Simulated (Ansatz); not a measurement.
**KBr (Fm-3m), elastic constants by finite strains: input and output**

Method: LDA, PAW on Ansatz 0.2.0's default frozen-core files (fitted under PBE), scalar-relativistic.

Cell and atoms were relaxed beforehand by PAW with this functional.

Command:

```sh
ansatz run input.yaml --threads 1 --pin off --max-ram 2560MiB --backend cpu --events-out ev --progress --plain --runs-dir out
```

Input file:

```yaml
crystal:
  lattice:
    - [0.0, 3.18755037636, 3.18755037636]
    - [3.18755037636, 0.0, 3.18755037636]
    - [3.18755037636, 3.18755037636, 0.0]
  atoms:
    - { symbol: K, position: [0.0, 0.0, 0.0] }
    - { symbol: Br, position: [0.5, 0.5, 0.5] }
kpoints:
  mp_grid: { grid: [6, 6, 6] }
scf:
  occupations: { method: fixed }
hamiltonian:
  xc: lda
  pseudopotentials: { kind: paw }
elastic:
  mode: relaxed_ion
  stencil: two_point
  amplitude: 0.005
```

Output:

```
Warning: RAYON_NUM_THREADS=1 ignored (pool sized by the plan → 1); use --threads N
Engine: ansatz 0.2.0, x86_64-unknown-linux-gnu
Pseudopotentials: kind: paw
Pseudopotential: K, paw, valence charge 9, recommended cutoff 420 eV (normal), K.paw.azcp
Pseudopotential: Br, paw, valence charge 7, recommended cutoff 420 eV (normal), Br.paw.azcp
Functional definition: SPW92
  exchange = slater_x
  correlation = pw_c
Crystal: 2 atoms, lattice volume = 64.774 Å³
Basis set: ecut = 420 eV, 1243 PW (Γ)
Bands: 12, of which v1, the nominal top of the filled ones, is band 8 counted from 1 (7 counted from 0)
Symmetry: 48 space group operations
Space group: Fm-3m (ITA 225), of the structure as read, at distance tolerance 4.0e-5 Å
k-points: 16 of 216
Non-local potential: K, projectors of the file, l = 0: 3, l = 1: 2, l = 2: 2
Non-local potential: Br, projectors of the file, l = 0: 2, l = 1: 2, l = 2: 2
PAW form: soft (Blöchl's): semilocal exchange-correlation on the pseudo side does not see the compensation charge
[... 98 lines left out ...]
  C = ∂σ_k/∂η_j (tension-positive GPa; Voigt order 11 22 33 23 13 12):
        49.868      5.242      5.242      0.000      0.000      0.000
         5.242     49.868      5.242      0.000      0.000      0.000
         5.242      5.242     49.868      0.000     -0.000     -0.000
        -0.000      0.000      0.000      5.082      0.000     -0.000
        -0.000     -0.000      0.000     -0.000      5.082      0.000
         0.000     -0.000      0.000     -0.000     -0.000      5.082
  reference stress σ⁰ (GPa):      0.033      0.033      0.033     -0.000      0.000     -0.000
  C* (energy form; C + prestress term) asymmetry max|C*_kj − C*_jk| = 8.882e-16 GPa — a small one proves nothing (zero by symmetry where the batch's group is 432, −43m or m−3m); a large one is finite-difference/SCF noise where ...
  moduli (Voigt/Reuss/Hill, GPa): K = 20.12/20.12/20.12   G = 11.97/7.35/9.66   E = 24.99   ν = 0.293
  mechanically stable: yes (min eigenvalue of sym C = 5.08 GPa)
  strain η (Voigt 11):  stress-route row diagonal C_11 = 49.87 GPa, energy-path curvature d²(F+E_count+ΔE)/dδ²/Ω₀ = 49.83 GPa
         δ    σ_11 (GPa)             F (eV)   n_scf  n_hpsi   n_pw
    -5.000e-3      -0.2250       -4193.6377431       8    7426   1285   relax 0 steps, max|allowed force component| 1.02e-29 eV/Å
     5.000e-3       0.2737       -4193.6376238       6    6129   1303   relax 0 steps, max|allowed force component| 4.44e-31 eV/Å
  strain η (Voigt 23):  stress-route row diagonal C_44 = 5.08 GPa, energy-path curvature d²(F+E_count+ΔE)/dδ²/Ω₀ = 5.06 GPa
         δ    σ_23 (GPa)             F (eV)   n_scf  n_hpsi   n_pw
    -5.000e-3      -0.0254       -4193.6379105       7   10490   1292   relax 0 steps, max|allowed force component| 7.49e-30 eV/Å
     5.000e-3       0.0254       -4193.6379105       4    8115   1292   relax 0 steps, max|allowed force component| 5.92e-30 eV/Å
```

The run converged.

### Elastic moduli

Elastic constants of a crystal by Kohn-Sham DFT: slopes of the stress over finite engineering strains of the given cell, Voigt indices, Cartesian axes as in the input; Hill averages of a grain aggregate, Debye temperature from the mean sound speed over directions.

```
Bulk modulus                     : 20.12 GPa
Shear modulus                    : 9.664 GPa
Young modulus                    : 24.99 GPa
Poisson ratio                    : 0.293
Bulk over shear modulus          : 2.082
Elastic anisotropy index         : 3.142
Least young modulus              : 14.06 GPa
Largest young modulus            : 48.87 GPa
Longitudinal sound speed         : 3289 m/s
Transverse sound speed           : 1780 m/s
Elastic debye temperature        : 174.5 K
Linear compressibility (x, y, z) : 16.57, 16.57, 16.57 1/TPa
Zener ratio                      : 0.2278
Cauchy pressure                  : 0.16 GPa
```

**Elastic constants**

```
Pressure at rest         : -0.033 GPa
Least elastic eigenvalue : 5.08 GPa
Elastically stable       : yes
```

| index | elastic (GPa) |
| --- | --- |
| 11 | 49.87 |
| 12 | 5.24 |
| 44 | 5.08 |

### Strained cells

Stress of each strained cell less that at rest, tension positive.

```
strain component  strain  stress xx (GPa)  stress yy (GPa)  stress zz (GPa)  stress yz (GPa)  stress xz (GPa)  stress xy (GPa)  relaxation steps
              xx  -0.005          -0.2582          -0.0264          -0.0264                0                0                0                 0
              xx   0.005           0.2405            0.026            0.026                0                0                0                 0
              yz  -0.005           0.0002                0                0          -0.0254                0                0                 0
              yz   0.005           0.0002                0                0           0.0254                0                0                 0
```

Limits of these numbers: frozen-core PAW files fitted under PBE, their cores solved anew for the functional of the run.

It took 6.1 s on 1 thread of Intel(R) Xeon(R) Platinum 8488C (Sapphire Rapids), with other jobs on the host, peak memory 0.38 GiB.
